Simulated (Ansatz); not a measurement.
Antifluorite Li2S (r2SCAN geometry), in Ansatz:

```cif
data_structure
_symmetry_space_group_name_H-M 'Fm-3m'
_symmetry_Int_Tables_number 225
_cell_length_a 5.6906
_cell_length_b 5.6906
_cell_length_c 5.6906
_cell_angle_alpha 90.000
_cell_angle_beta 90.000
_cell_angle_gamma 90.000
_cell_volume 184.28
loop_
_atom_site_label
_atom_site_type_symbol
_atom_site_symmetry_multiplicity
_atom_site_Wyckoff_symbol
_atom_site_fract_x
_atom_site_fract_y
_atom_site_fract_z
_atom_site_occupancy
S1 S 4 a 0.00000 0.00000 0.00000 1
Li1 Li 8 c 0.25000 0.75000 0.75000 1
```

G0W0@PBE with 173 empty bands, a screening cutoff of 140 eV and a 4×4×4 mesh (PAW, contour deformation) gives 4.975 eV over the mesh points, from a PBE gap of 3.385 eV; it sums over 179 bands with 169 plane waves in the screening and a wave cutoff of 420 eV. No extrapolation in bands, cutoff or mesh was made for G0W0. No spin polarisation and no zero-point or thermal motion.

**Question.** Another run gave a Kohn-Sham gap of 3.388 eV and a G0W0 gap of 4.972 eV, summing over 179 bands with 169 plane waves in the screening and a wave cutoff of 1034 eV. What was changed?

**Answer.** Potentials of the kind norm-conserving. The wave cutoff gives it away.

**Question.** Estimate the gap with mesh 6×6×6, empty bands 74, screening cutoff 80 eV.

**Answer.** 4.811 eV (-0.164 eV), from a Kohn-Sham gap of 3.388 eV.

**Question.** Another run gave a Kohn-Sham gap of 3.385 eV and a G0W0 gap of 4.799 eV, summing over 80 bands with 65 plane waves in the screening and a wave cutoff of 420 eV. What was changed?

**Answer.** Empty bands 74, screening cutoff 80 eV. The counts of bands and plane waves show it.
